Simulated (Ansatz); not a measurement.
Input, command and steps of an Ansatz relaxation.

```yaml
crystal:
  lattice:
    - [6.998229, 0.551206, -0.273031]
    - [0.551206, 6.286288, 0.014568]
    - [-0.273031, 0.014568, 5.863472]
  atoms:
    - { symbol: In, position: [0.6498950404, 0.8742706349, 0.8071196564] }
    - { symbol: In, position: [0.7766052421, 0.4008561769, 0.2369814284] }
    - { symbol: In, position: [0.9945218055, 0.5649845324, 0.8132616933] }
    - { symbol: In, position: [0.1162522406, 0.9679983324, 0.295404985] }
    - { symbol: As, position: [0.4265831846, 0.6425436269, 0.2345621717] }
    - { symbol: As, position: [0.5989092598, 0.1349705374, 0.451802639] }
    - { symbol: As, position: [0.3783457939, 0.304115934, 0.0198250613] }
    - { symbol: As, position: [0.9193500893, 0.1170171891, 0.7222631636] }
  symmetry: { detect: false }
basis:
  ecutwfc: 420
kpoints:
  mp_grid: { grid: [2, 2, 2], shift: [0.5, 0.5, 0.5] }
hamiltonian:
  xc: pbe
scf:
  occupations: { method: gaussian, width: 0.1 }
  lower_state_search: "off"
output:
  forces: true
  stress: true
  eigenvalues: true
relax:
  adjacent_minimum: "off"
  f_tol: 0.04
  max_steps: 70
  cell: { stress_tol: 0.3 }
```

```bash
ansatz run input.yaml --threads 2 --pin off --max-ram 5120MiB --backend cpu --events-out ev --progress --plain --runs-dir out
```

The calculation used DFT PBE, scalar-relativistic, plane waves, PAW in Ansatz.

Of 22 frames 10 are shown, positions in Å and forces in eV/Å; the SCF threshold varies from step to step. Steps run on the plane waves of an earlier cell, with a Pulay correction in the pressure. The basis is chosen afresh for the last frame, the zero of the energies, and can be on the way; energy and pressure step there, also at an unchanged geometry.

```xyz
8
Lattice="6.9982 0.5512 -0.2730 0.5512 6.2863 0.0146 -0.2730 0.0146 5.8635" Properties=species:S:1:pos:R:3:forces:R:3 pbc="T T T" step=1 free_energy_over_end_meV_per_atom=362.66 pressure_GPa=-0.77
In    4.8096    5.8659    4.5678   -0.9450   -0.5280    0.9630
In    5.5911    2.9514    1.1833    1.2490    0.0900   -0.4590
In    7.0493    4.1117    4.5052    0.5070   -0.7760   -0.1310
In    1.2665    6.1535    1.7145   -0.2040    0.5450    0.0580
As    3.2755    4.2778    1.2682   -0.3170   -0.4440   -0.8860
As    4.1423    1.1852    2.4876   -0.5570    0.0660    0.2470
As    2.8100    2.1206    0.0174   -0.3930    0.5050    0.4090
As    6.3011    1.2529    3.9857    0.6600    0.5420   -0.2010
8
Lattice="6.6891 0.4732 -0.2293 0.4582 6.1951 -0.1340 -0.2219 -0.1241 5.6495" Properties=species:S:1:pos:R:3:forces:R:3 pbc="T T T" step=3 free_energy_over_end_meV_per_atom=194.23 pressure_GPa=-0.59
In    4.3883    5.5284    4.5858    0.0010    0.0680    0.0630
In    5.5749    2.7831    1.0623    0.0970    0.0150   -0.0140
In    6.8216    3.7779    4.0994   -0.0110    0.1560   -0.4660
In    1.1692    6.1598    1.4747    0.0340   -0.0070   -0.0590
As    3.1149    4.1688    0.8300    0.1730    0.3300    0.0110
As    3.8589    1.1603    2.6357    0.0030    0.1380    0.4470
As    2.4985    2.0047   -0.0064   -0.2990   -0.5520   -0.2790
As    6.1269    1.0946    3.8993    0.0030   -0.1480    0.2970
8
Lattice="6.1562 0.1941 -0.1364 0.1678 6.0439 -0.3870 -0.1005 -0.3588 5.7754" Properties=species:S:1:pos:R:3:forces:R:3 pbc="T T T" step=6 free_energy_over_end_meV_per_atom=114.70 pressure_GPa=0.36
In    3.7697    4.9693    4.5257   -0.0560   -0.1960   -0.1100
In    5.1409    2.3813    0.9194   -0.2300   -0.0090    0.0460
In    6.2382    3.3821    3.6428   -0.1220   -0.0030    0.0180
In    0.8422    5.8784    1.4185    0.0190    0.0060    0.0560
As    2.7766    3.8988    0.7245    0.0240   -0.0290   -0.0210
As    3.5604    1.0448    3.0787    0.0250    0.0760   -0.2360
As    2.0903    1.6826   -0.1412    0.3270    0.0070    0.3270
As    5.8161    0.6375    4.3014    0.0130    0.1470   -0.0810
8
Lattice="5.8951 -0.0284 -0.1093 -0.0492 5.9926 -0.4036 -0.0599 -0.3690 5.9624" Properties=species:S:1:pos:R:3:forces:R:3 pbc="T T T" step=8 free_energy_over_end_meV_per_atom=70.55 pressure_GPa=-0.01
In    3.3248    4.6007    4.4242   -0.1600   -0.2210   -0.2710
In    4.8114    2.1370    0.9207    0.0850   -0.0080    0.0270
In    5.8534    3.1686    3.6799    0.0390    0.0640    0.0180
In    0.6038    5.8114    1.5985    0.0010    0.0410    0.1590
As    2.5652    3.8349    0.7752   -0.0410    0.0070   -0.0970
As    3.3829    0.9548    3.2051   -0.1080   -0.0420    0.0480
As    2.0895    1.5223    0.0798    0.0550   -0.0070    0.1000
As    5.6102    0.5220    4.5209    0.1300    0.1660    0.0160
8
Lattice="5.7990 -0.1362 -0.0931 -0.1477 5.9630 -0.3141 -0.0483 -0.2824 5.9975" Properties=species:S:1:pos:R:3:forces:R:3 pbc="T T T" step=10 free_energy_over_end_meV_per_atom=42.03 pressure_GPa=-0.07
In    3.0817    4.4037    4.2511   -0.0730   -0.1770   -0.2230
In    4.7374    2.0450    0.9988    0.0810    0.0190    0.1610
In    5.7591    3.1922    3.7845    0.0900    0.0560    0.0090
In    0.5201    5.8031    1.8429   -0.0060    0.0580    0.0410
As    2.4470    3.7991    0.7366   -0.0200   -0.0210   -0.0130
As    3.2528    0.9635    3.3243   -0.0990   -0.0260    0.1320
As    2.0999    1.4184    0.1893   -0.0010    0.0470   -0.0700
As    5.5233    0.5942    4.6395    0.0280    0.0440   -0.0380
8
Lattice="5.7521 -0.1671 -0.0026 -0.1787 6.0099 -0.2107 0.0192 -0.1903 5.9248" Properties=species:S:1:pos:R:3:forces:R:3 pbc="T T T" step=13 free_energy_over_end_meV_per_atom=16.89 pressure_GPa=0.28
In    3.0350    4.1882    3.8704    0.0420    0.1020   -0.1520
In    4.6974    2.0342    1.2943   -0.1120    0.0220   -0.0260
In    5.8752    3.3213    4.0065    0.0150    0.0340    0.0620
In    0.5577    5.9926    1.9757    0.0460   -0.0410    0.0260
As    2.3655    3.8931    0.6597   -0.1070    0.0210    0.0540
As    3.1344    0.9773    3.6314    0.0440   -0.1130   -0.1800
As    2.1576    1.4691    0.1649    0.0530    0.0180    0.2770
As    5.4879    0.7106    4.7582    0.0190   -0.0420   -0.0610
8
Lattice="5.7676 -0.1021 -0.0065 -0.1204 5.9949 -0.2760 0.0204 -0.2538 5.9230" Properties=species:S:1:pos:R:3:forces:R:3 pbc="T T T" step=15 free_energy_over_end_meV_per_atom=5.73 pressure_GPa=0.13
In    3.1466    4.1172    3.4401    0.0800   -0.0540   -0.0110
In    4.7223    2.0569    1.3258    0.0320   -0.0830   -0.0080
In    6.0138    3.3991    4.2789   -0.1480    0.0860   -0.1060
In    0.6156    5.9281    1.9747   -0.0140   -0.0250   -0.0160
As    2.2497    3.9779    0.4449    0.1050    0.0740    0.0700
As    3.1613    0.9186    3.6277    0.0020    0.0810    0.0030
As    2.1963    1.4942    0.2539    0.0100   -0.0650    0.0280
As    5.5183    0.7227    4.7281   -0.0670   -0.0120    0.0400
8
Lattice="5.7294 -0.1185 -0.0218 -0.1380 5.9755 -0.3107 0.0127 -0.2849 5.9539" Properties=species:S:1:pos:R:3:forces:R:3 pbc="T T T" step=17 free_energy_over_end_meV_per_atom=4.23 pressure_GPa=-0.31
In    3.1247    4.1050    3.3299    0.0280    0.0690   -0.0190
In    4.7372    1.8496    1.3384    0.0700    0.0060   -0.0660
In    5.9011    3.4827    4.3469    0.0070   -0.0110    0.0220
In    0.5621    5.7042    1.9426    0.0420   -0.0010    0.0790
As    2.3458    3.9776    0.3763   -0.0090   -0.0340    0.0500
As    3.0560    0.9903    3.6624   -0.0290   -0.1780    0.0700
As    2.1725    1.4475    0.3010   -0.1230    0.2260   -0.0680
As    5.4406    0.7889    4.6736    0.0150   -0.0770   -0.0690
8
Lattice="5.7659 -0.1381 -0.0381 -0.1414 5.8536 -0.2659 -0.0049 -0.2417 5.9769" Properties=species:S:1:pos:R:3:forces:R:3 pbc="T T T" step=20 free_energy_over_end_meV_per_atom=-0.27 pressure_GPa=0.02
In    3.2345    3.9998    3.2564    0.0280   -0.0150    0.0170
In    4.6958    1.5898    1.3127   -0.0310    0.0070   -0.0110
In    5.9557    3.4604    4.4846   -0.0320   -0.0150    0.0130
In    0.5975    5.5092    2.0484    0.0210   -0.0190   -0.0120
As    2.4533    4.0633    0.3216   -0.0160    0.0200    0.0210
As    3.0084    0.9826    3.7404    0.0080    0.0240   -0.0250
As    2.0864    1.5455    0.3207    0.0440   -0.0420   -0.0090
As    5.4089    0.7662    4.6693   -0.0220    0.0410    0.0060
8
Lattice="5.7636 -0.1443 -0.0348 -0.1469 5.8555 -0.2542 -0.0030 -0.2308 5.9741" Properties=species:S:1:pos:R:3:forces:R:3 pbc="T T T" step=22 free_energy_over_end_meV_per_atom=0.00 pressure_GPa=-0.01
In    3.2421    4.0077    3.2735   -0.0060   -0.0170   -0.0070
In    4.6941    1.5841    1.3083    0.0290   -0.0080    0.0200
In    5.9363    3.4777    4.5262    0.0060    0.0100   -0.0080
In    0.5954    5.5002    2.0603   -0.0190    0.0030   -0.0010
As    2.4508    4.0547    0.3382   -0.0090    0.0170    0.0090
As    3.0041    0.9935    3.7268    0.0040    0.0230    0.0030
As    2.0907    1.5325    0.3144   -0.0180   -0.0170   -0.0040
As    5.4009    0.7835    4.6595    0.0120   -0.0100   -0.0120
```

It took 2.7 min on 2 threads of Intel(R) Xeon(R) Processor @ 2.70GHz, on a shared host, peak memory 0.56 GiB.

The k mesh is coarse.